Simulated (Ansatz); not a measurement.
# N: the cost of one run

Program: Ansatz 0.2.0 through its Python package. Level of theory: DFT PBEsol+D4, plane waves, PAW. These are calculated values, not measurements.

## 1. The system

N P6_3/mmc: Symmetry: P6_3/mmc, No. 194, hexagonal system. The conventional cell has a = 4.167 Å, b = 4.167 Å, c = 7.006 Å, α = 90.00°, β = 90.00°, γ = 120.00°. N (site symmetry 3m) has 1 N at 1.11 Å as nearest neighbours.

N P2_13: It takes space group P2_13 (No. 198, cubic). The conventional cell has a = 5.605 Å, b = 5.605 Å, c = 5.605 Å, α = 90.00°, β = 90.00°, γ = 90.00°. N (site symmetry 3) has 12 N at 3.79 to 4.16 Å as nearest neighbours.

N P6_3/mmc: It takes space group P6_3/mmc (No. 194, hexagonal). The conventional cell has a = 2.519 Å, b = 2.519 Å, c = 2.446 Å, α = 90.00°, β = 90.00°, γ = 120.00°. N (site symmetry -6m2) is surrounded by 6 N at 1.90 Å.

The script holds or builds the structure itself.

## 2. The code

n.py reads:

```python
"""Which structure of N is lowest in energy, at the given cells."""

import warnings

import ansatz as az
from ase import Atoms
import numpy as np

XC = "pbesol"
VDW = "d4"
CUTOFF_EV = 420
EXTRA_BANDS = 8
K_SPACING = 0.52
OCCUPATIONS = "cold"
WIDTH_EV = 0.01


def run_phase(name, crystal):
    calc = (
        crystal.calculation()
        .functional(XC, dispersion=VDW)
        .basis(CUTOFF_EV, density_ratio=4)
        .scf(extra_bands=EXTRA_BANDS)
        .kpoints(spacing=K_SPACING)
        .occupations(OCCUPATIONS, width=WIDTH_EV)
        .stress()
        .band_table()
    )
    return calc.run(threads=1)


def gap_ev(outcome):
    # nan where the run reports no band edges: a metal, overlapping bands, or a gap that is small against the smearing
    edges = outcome.report.get("band_edges_ev")
    return edges[1] - edges[0] if edges else float("nan")


def pressure_gpa(outcome):
    return float(np.trace(outcome.report["stress_gpa"]) / 3)


def main() -> None:
    warnings.simplefilter("ignore", az.DeckWarning)

    phases = {}
    p6_3_mmc = (
        az.Lattice.from_parameters(4.167233, 4.167233, 7.006004, alpha=90.0, beta=90.0, gamma=120.0)
        .atom("N", (1 / 3, 2 / 3, 0.32893))
        .atom("N", (1 / 3, 2 / 3, 0.17107))
        .atom("N", (2 / 3, 1 / 3, 0.82893))
        .atom("N", (2 / 3, 1 / 3, 0.67107))
    )
    phases["P6_3/mmc"] = p6_3_mmc
    p2_13 = (
        az.Lattice.cubic(5.605409)
        .space_group(198)
        .atom("N", (0.47679, 0.97679, 0.52321))
    )
    phases["P2_13"] = p2_13
    atoms = Atoms(
        ["N", "N"],
        scaled_positions=[
            (2 / 3, 1 / 3, 0.25),
            (1 / 3, 2 / 3, 0.75),
        ],
        cell=[
            (2.519474, 0.0, 0.0),
            (-1.259737, 2.181928, 0.0),
            (0.0, 0.0, 2.446002),
        ],
        pbc=True,
    )
    p6_3_mmcb = az.Crystal.from_ase(atoms)
    phases["P6_3/mmcb"] = p6_3_mmcb

    done = {}
    for name, crystal in phases.items():
        try:
            done[name] = run_phase(name, crystal)
        except az.NonConvergedError as error:
            print(name, "did not converge:", str(error)[:120])

    energy = {name: o.report["energy_sigma0_ev"] / len(o.lattice.sites) for name, o in done.items()}
    lowest = min(energy.values())
    rows = [(name, len(o.lattice.sites), 1000 * (energy[name] - lowest), gap_ev(o), pressure_gpa(o)) for name, o in done.items()]
    rows.sort(key=lambda row: row[2])
    print("     phase       atoms  dE (meV/atom)    gap (eV)     P (GPa)")
    for row in rows:
        print(f"{str(row[0]):>10}  {row[1]:10d}  {row[2]:13.1f}  {row[3]:10.2f}  {row[4]:10.2f}")


if __name__ == "__main__":
    main()
```

## 3. What the engine is handed

The package turns the script's settings into the engine's input (first run):

```yaml
crystal:
  lattice:
    a: 4.167233
    b: 4.167233
    c: 7.006004
    alpha: 90.0
    beta: 90.0
    gamma: 120.0
  atoms:
    - { symbol: "N", position: [0.3333333333333333, 0.6666666666666666, 0.32893] }
    - { symbol: "N", position: [0.3333333333333333, 0.6666666666666666, 0.17107] }
    - { symbol: "N", position: [0.6666666666666666, 0.3333333333333333, 0.82893] }
    - { symbol: "N", position: [0.6666666666666666, 0.3333333333333333, 0.67107] }
basis:
  ecutwfc: 420.0
  ecutrho_ratio: 4
kpoints:
  mp_grid:
    kspacing: 0.52
hamiltonian:
  xc: pbesol
  dispersion: d4
scf:
  n_extra_bands: 8
  occupations:
    method: cold
    width: 0.01
output:
  stress: true
  eigenvalues: true
```

## 4. Launch

The run is started by

```
python n.py
```

What time and memory should one allow on 1 thread of Intel Xeon Platinum 8488C (Sapphire Rapids), shared host?

About 2.9 s, with a peak of 0.4 GiB.
